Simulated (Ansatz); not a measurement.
## Which functional gave which column?

KCl in space group Fm-3m was relaxed by PAW and its dielectric response and Born charges by linear response (direction means) computed by PAW on Ansatz 0.2.0's default frozen-core files (fitted under PBE), scalar-relativistic, once under each of LDA, PBEsol, r²SCAN.

| quantity | A | B | C |
| --- | --- | --- | --- |
| volume (Å³/atom) | 28.08 | 30.41 | 31.15 |
| cell | a = 6.079 Å | a = 6.243 Å | a = 6.293 Å |
| ε∞ | 2.51 | 2.38 | 2.25 |
| largest |Z*| | 1.11 e | 1.12 e | 1.11 e |
| ε₀ | 4.7 | 5.3 | 4.7 |

Q: Which column belongs to which functional?

A: A is LDA, B is PBEsol, C is r²SCAN. The volumes rise from LDA over PBEsol to r²SCAN here. LDA's overbinding makes it the smallest as a rule; the order of the other two is common but has exceptions.

Settings: (A) k mesh 6×6×6, fixed occupations, cutoff 420 eV. (B) k mesh 6×6×6, fixed occupations, cutoff 420 eV. (C) k mesh 6×6×6, fixed occupations, cutoff 500 eV.

Caveats: frozen-core PAW files fitted under PBE, their cores solved anew for the functional of the run; zone-boundary modes aren't tested.
